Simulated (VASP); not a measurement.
Runs of VASP 6.6.1 on CaSe. The structure is cubic, space group Fm-3m (No. 225). The conventional cell has a = 5.965 Å, b = 5.965 Å, c = 5.965 Å, α = 90.00°, β = 90.00°, γ = 90.00°. Around Ca (site symmetry m-3m) lie 6 Se at 2.98 Å. Around Se (site symmetry m-3m) lie 6 Ca at 2.98 Å. The cell was built by a generator and needn't be a form met in nature.

```tsv
task	level	spin	k mesh	grid for exact exchange (PRECFOCK)	exchange at q = 0	screening parameter	gap on the mesh (eV)	pressure (GPa)	moment (μB)
band structure	PBE	non-collinear, zero start, SOC	8 × 8 × 8	-	-	-	-	0.0	0.00
electrostatic potential	PBE	non-collinear, zero start, SOC	8 × 8 × 8	-	-	-	-	0.0	0.00
electrostatic potential	PBE	off	8 × 8 × 8	-	-	-	2.08	0.0	-
electrostatic potential	PBE0	off	6 × 6 × 6	Fast	default	-	(a)	(b)	-
electrostatic potential	HSE06	off	6 × 6 × 6	Fast	-	0.2 1/A	3.07	-0.5	-
```

Alike in all rows: potentials or basis VASP PAW PBE potentials, release 64 (Ca_sv, Se); cell as given; cutoff (eV) 520; smearing gaussian 0.02 eV.

Task: Estimate the missing entries.

Result: (a) 3.74; (b) -0.6.

Caveats: the PAW data sets were made with another functional, which shifts forces and pressure a little (some runs).

A k mesh can miss the band edges, and rows without SOC leave out spin-orbit coupling on Se.
